Q: I want to describe the electrons of germanium by eight localised functions per cell, four for each atom. Before I run anything, what sizes should I have in mind?

A: Think of a shift of about three quarters of an ångström and a radius of about one and a half. The shift tells you how far the centre of a function lies from the site to which it belongs, and it is roughly a third of a bond length. The radius is about two thirds of a bond length, so neighbouring functions reach well into each other's space. Here is what a PBE calculation gave for such Wannier functions, which are localised combinations of the crystal's band states.

Wannier functions of germanium (diamond structure, two atoms per cell), calculated with Quantum ESPRESSO 7.5, PBE and JTH 2.0 PAW datasets (cutoff 490 eV, Fermi–Dirac smearing 0.05 eV, self-consistent k mesh 6×6×6). The eight functions were built by the SCDM method (erfc window, μ = 12.63 eV, σ = 1 eV) on a 5×5×5 mesh, without the ten lowest bands.

```
row  function a (fractional)  function b (fractional)  function c (fractional)  function spread (angstrom^2)
  1                   -0.486                   -0.171                   -0.171                       2.53600
  2                   -0.264                   -0.579                   -0.579                       2.53600
  3                   -0.171                   -0.486                   -0.171                       2.53600
  4                   -0.579                   -0.579                    0.736                       2.53600
  5                    0.421                   -0.264                   -0.579                       2.53600
  6                   -0.579                    0.421                   -0.579                       2.53600
  7                   -0.171                   -0.171                   -0.171                       2.53600
  8                   -0.171                   -0.171                   -0.486                       2.53600
```

Q: The coordinates look scattered. Where do you see a single shift in them?

A: The columns function a, function b and function c give the centre in fractions of the three cell edges. Adding a whole number to any of them leads to the same point in the next cell, and much of the scatter is of this kind. Once all centres are moved into one cell, four of them surround the point (−1/4, −1/4, −1/4) and the other four surround (−1/2, −1/2, −1/2). Each group forms a regular tetrahedron, and inversion turns one into the other.

A single distance from site to centre, 0.77 Å, then reproduces every coordinate to within the rounding of the table. The eight rows are therefore symmetry copies of one function, and their equal spreads say the same. There is one length and one spread to estimate, and the row order carries no trend.

Q: What would make a function sit off its atom at all?

A: Mixing s and p character does. An s orbital has the same sign on both sides of the nucleus, while a p orbital changes sign. Added together, they reinforce each other on one side and partly cancel on the other, so the charge moves towards the reinforced side. Neither orbital alone has a shifted centre; the whole shift comes from their product.

For an sp³ hybrid, with one quarter s and three quarters p, the shift d is simple if both orbitals have the same radial shape. The mixing contributes a factor √3/2 and the angular average a factor 1/√3, which leaves

d = ⟨r⟩ / 2

where ⟨r⟩ is the mean distance of the electron from the nucleus. Half the mean radius of the valence shell is the rule to remember. A more compact shell gives a proportionally smaller shift, as long as the mixing stays the same.

Q: And how do I get the mean radius without a computer?

A: Slater's rules are good enough. They let the other electrons screen the nuclear charge of germanium, 32, and leave an effective charge Z for the 4s and 4p electrons:

Z = 32 − 3 × 0.35 − 18 × 0.85 − 10 = 5.65

With the effective quantum number n = 3.7 that belongs to the fourth shell, the mean radius in bohr is

⟨r⟩ = n(2n + 1) / (2Z) = 3.7 × 8.4 / 11.3 ≈ 2.75

One bohr is 0.53 Å, so the mean radius is about 1.46 Å and the shift about 0.73 Å. These constants describe a free atom and owe nothing to the eight rows.

Q: Can you turn that into coordinates? Take row 1.

A: The sum of the three cell edges spans four bond lengths, 4 × 2.45 = 9.80 Å. A shift of 0.73 Å along this diagonal changes each coordinate by one step of 0.73/9.80, or about 0.074. The four shifts of a tetrahedron must add up to zero, so the other three directions change one coordinate by three steps one way and the remaining two by one step the other way. Row 1 belongs to the site at −1/4 and has its triple step in the first coordinate:

estimate: (−0.25 − 0.22, −0.25 + 0.07, −0.25 + 0.07) = (−0.47, −0.18, −0.18)
table: (−0.486, −0.171, −0.171)

Q: Row 4 has a positive coordinate. Does the rule survive that?

A: It does, because the positive value is a periodic image. Row 4 belongs to the site at −1/2, where inversion reverses all the steps, and its triple step is in the third coordinate. One whole cell edge is then added to reach the image that the table lists:

estimate: (−0.50 − 0.07, −0.50 − 0.07, −0.50 + 0.22 + 1) = (−0.57, −0.57, 0.72)
table: (−0.579, −0.579, 0.736)

In both examples I took the site and the direction from the table. Only the length of the step comes from the rule.

Q: How good is that over all eight rows?

A: The estimated shift is 6 % shorter than the computed one, and no coordinate is off by more than about 0.013. Because the rows are copies of each other, this counts as one success and not eight. The printed analysis after this text compares the hybrid estimate with every row.

Q: You keep saying "site". Are these sites the atoms?

A: Probably, and the estimate itself is the reason. If the functions share the symmetry of the crystal, the atoms can be either at the two tetrahedron centres or at the two other sites along the same diagonal. In the second case each function would lie 1.68 Å from the nearest atom. No mixture of these s and p orbitals can move a centre by more than 0.84 Å. The first choice therefore fits an atomic hybrid, although a function that contains empty states need not be one. This also makes the success of the rule weaker evidence, because the rule has helped to choose the point from which its own shift is measured. The atomic positions, which are not listed here, would settle the matter.

Q: Then I would expect the hybrids to point along the bonds.

A: The picture of a bond as two hybrids that point at each other suggests that, and here it fails. With the atoms at the tetrahedron centres, each function points directly away from one of the four neighbours, and its centre is 1.2 Å from the nearest bond midpoint. Half the mean radius fixes how far the centre moves, but it is equally valid for both directions. One s and three p orbitals can be combined into four hybrids that point at the neighbours or into four that point away, and both sets describe the same states. Had I assumed that the hybrids point at the neighbours, I would have had the right length and the wrong coordinates.

Q: So these are not the bonds that hold the crystal together?

A: Not one by one. Without the ten 3d bands, which were left out, eight electrons per cell remain, and they fill four bands. Eight functions need as many states again from the empty bands. The four bonds should be contained in the set, at least nearly, but only as combinations of several functions. If you want one function on each bond, you have to build four functions from the filled bands alone. Their centres are then expected at the bond midpoints, and the rule of half the mean radius no longer applies. In this run that separation isn't clean: PBE leaves no gap between filled and empty bands on the mesh, although real germanium is a semiconductor.

Q: Can the same hybrid give me the spread?

A: It gives the right size, with a larger error. The spread is the mean square distance of the electron from the centre of its own function. You take the mean square distance from the nucleus and subtract the square of the shift:

spread = ⟨r²⟩ − d²

For a Slater orbital, ⟨r²⟩ is ⟨r⟩² multiplied by (2n + 2)/(2n + 1), which gives 2.4 Å². Subtracting 0.5 Å² for the shift leaves about 1.8 Å², whereas the table has 2.54 Å². The estimate is 27 % too small.

Q: Perhaps the orbital is just a little larger in the crystal than Slater's rules say.

A: That can be tested. Enlarge the orbital until its shift agrees with the computed one, and calculate the spread again. It rises to 2.07 Å², which is still 18 % too small. A larger orbital of the same shape therefore doesn't account for the difference: the computed function has more of its weight far from its centre.

Theory offers a reason. Wannier functions must be orthogonal to each other, and overlapping hybrids become so only by taking up small pieces of their neighbours. Such tails hardly move the centre if they are spread around it, but they count heavily in a mean square distance. This is a plausible cause, but the calculation has no variant in which the tails are switched off. Another is that the s and p orbitals differ in radial shape, which the rule ignores.

Q: How far would you trust the 2.54 Å² itself?

A: As a value for this particular construction. The functions were drawn from an energy window that fades out around 2 eV above the Fermi level, and another window would admit other empty states and change the spread. The mesh of 5×5×5 points on which the functions were built is coarse (the self-consistent step used 6×6×6), and the run warned that some eigenvalues were not converged. I would use the spread as a rough size of the functions, and not to compare materials at the level of a few per cent. Which neighbours a model has to include is better judged from the matrix elements between the functions.

Q: What should I check first if I repeat this?

A: Compare the centres with the atomic positions in your input, which shows at once whether the sites are the atoms. Then move the energy window and refine the mesh, and see what happens to the direction as well as to the spread. A free-atom hybrid reproduces the length of the shift, but it has no preference between pointing at a neighbour and pointing away from it. Since both sets of hybrids can describe the same states, the direction may also come from the recipe that picks the functions, and not only from the bands or the window. A second construction that starts from hybrids pointing at the neighbours would test this; the eight rows alone can't.

The analysis program printed:

```
Centres moved to one cell, fractional:
  row       a       b       c  distance from site in angstrom
    1  -0.486  -0.171  -0.171                           0.771
    2  -0.264  -0.579  -0.579                           0.771
    3  -0.171  -0.486  -0.171                           0.771
    4  -0.579  -0.579  -0.264                           0.771
    5  -0.579  -0.264  -0.579                           0.771
    6  -0.579  -0.579  -0.579                          0.7742
    7  -0.171  -0.171  -0.171                          0.7742
    8  -0.171  -0.171  -0.486                           0.771
Hand estimate of the centres, fractional:
  row        a        b        c
    1  -0.4728  -0.1757  -0.1757
    2  -0.2772  -0.5743  -0.5743
    3  -0.1757  -0.4728  -0.1757
    4  -0.5743  -0.5743  -0.2772
    5  -0.5743  -0.2772  -0.5743
    6  -0.5743  -0.5743  -0.5743
    7  -0.1757  -0.1757  -0.1757
    8  -0.1757  -0.1757  -0.4728
Bond length from the cell edge, angstrom: 2.45
Mean computed displacement from the tetrahedron centre, angstrom: 0.7718
Computed fractional step: 0.07875
Largest coordinate miss with this one step: 0.0002508
Slater mean radius of Ge 4s and 4p, angstrom: 1.455
Slater mean square radius, angstrom^2: 2.371
Hand estimate of displacement, angstrom, and of the fractional step: 0.7277, 0.07426
Error of estimated displacement, percent: -5.707
Largest coordinate miss of the hand estimate: 0.01323
Hand estimate of spread, angstrom^2, and its error in percent: 1.841, -27.41
Spread after rescaling the orbital to the computed displacement, angstrom^2, and its error in percent: 2.071, -18.35
Distance from an atom if atoms are on the other two sites, angstrom: 1.678
Largest shift any mixture of these s and p functions allows, angstrom: 0.8403
Distance to nearest bond midpoint, atoms at tetrahedron centres, angstrom: 1.211
Distance to nearest bond midpoint, atoms on the other sites, angstrom: 1.717
```
